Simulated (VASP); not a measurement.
A run of VASP 6.6.1 is set up as follows.

File INCAR:

```
SYSTEM = Si
PREC = Accurate
ENCUT = 520
EDIFF = 1E-7
ISMEAR = 0
SIGMA = 0.05
LREAL = Auto
LASPH = .TRUE.
NELM = 60
ALGO = Normal
ISIF = 2
LWAVE = .FALSE.
LCHARG = .FALSE.
IBRION = 6
NFREE = 2
POTIM = 0.015
NSW = 1
LPHON_DISPERSION = .TRUE.
PHON_NWRITE = -3
```

The input KPOINTS:

```
Automatic mesh
0
G
  3 3 3
  0 0 0
```

The input POSCAR:

```
Si
1.0
    0.0000000000      5.4040000000      5.4040000000
    5.4040000000      0.0000000000      5.4040000000
    5.4040000000      5.4040000000      0.0000000000
Si
16
Direct
    0.0000000000      0.0000000000      0.0000000000
    0.0000000000      0.0000000000      0.5000000000
    0.0000000000      0.5000000000      0.0000000000
    0.0000000000      0.5000000000      0.5000000000
    0.5000000000      0.0000000000      0.0000000000
    0.5000000000      0.0000000000      0.5000000000
    0.5000000000      0.5000000000      0.0000000000
    0.5000000000      0.5000000000      0.5000000000
    0.1250000000      0.1250000000      0.1250000000
    0.1250000000      0.1250000000      0.6250000000
    0.1250000000      0.6250000000      0.1250000000
    0.1250000000      0.6250000000      0.6250000000
    0.6250000000      0.1250000000      0.1250000000
    0.6250000000      0.1250000000      0.6250000000
    0.6250000000      0.6250000000      0.1250000000
    0.6250000000      0.6250000000      0.6250000000
```

File QPOINTS:

```
path GXWKGLUWLK,UX
8
line-mode
reciprocal
 0.0000000000  0.0000000000  0.0000000000  G
 0.5000000000  0.0000000000  0.5000000000  X

 0.5000000000  0.0000000000  0.5000000000  X
 0.5000000000  0.2500000000  0.7500000000  W

 0.5000000000  0.2500000000  0.7500000000  W
 0.3750000000  0.3750000000  0.7500000000  K

 0.3750000000  0.3750000000  0.7500000000  K
 0.0000000000  0.0000000000  0.0000000000  G

 0.0000000000  0.0000000000  0.0000000000  G
 0.5000000000  0.5000000000  0.5000000000  L

 0.5000000000  0.5000000000  0.5000000000  L
 0.6250000000  0.2500000000  0.6250000000  U

 0.6250000000  0.2500000000  0.6250000000  U
 0.5000000000  0.2500000000  0.7500000000  W

 0.5000000000  0.2500000000  0.7500000000  W
 0.5000000000  0.5000000000  0.5000000000  L

 0.5000000000  0.5000000000  0.5000000000  L
 0.3750000000  0.3750000000  0.7500000000  K

 0.6250000000  0.2500000000  0.6250000000  U
 0.5000000000  0.0000000000  0.5000000000  X
```

Potentials or basis: VASP PAW LDA potentials, release 64 (Si).

The run is started by

```sh
$ cat potpaw_LDA.64/Si/POTCAR > POTCAR
$ mpirun -np 1 vasp_std > vasp.out
```

Q: Predict the highest phonon frequency.

A: 514 cm⁻¹.

Phonon frequencies in cm⁻¹ (negative: imaginary):
```tsv
q point	frequencies
(0.000, 0.000, 0.000)	0 0 0 514 514 514
(0.500, 0.000, 0.500)	135 135 408 408 461 461
(0.500, 0.214, 0.714)	184 184 378 378 472 472
(0.411, 0.339, 0.750)	136 210 369 393 470 476
(0.161, 0.161, 0.321)	70 110 210 490 498 503
(0.214, 0.214, 0.214)	62 62 185 498 505 505
(0.536, 0.429, 0.536)	108 135 369 410 487 488
(0.607, 0.250, 0.643)	129 212 369 394 469 476
(0.500, 0.250, 0.750)	187 187 377 377 472 472
(0.500, 0.500, 0.500)	105 105 375 412 489 489
(0.393, 0.393, 0.714)	123 217 359 398 472 479
(0.536, 0.071, 0.536)	135 146 404 406 461 463
```
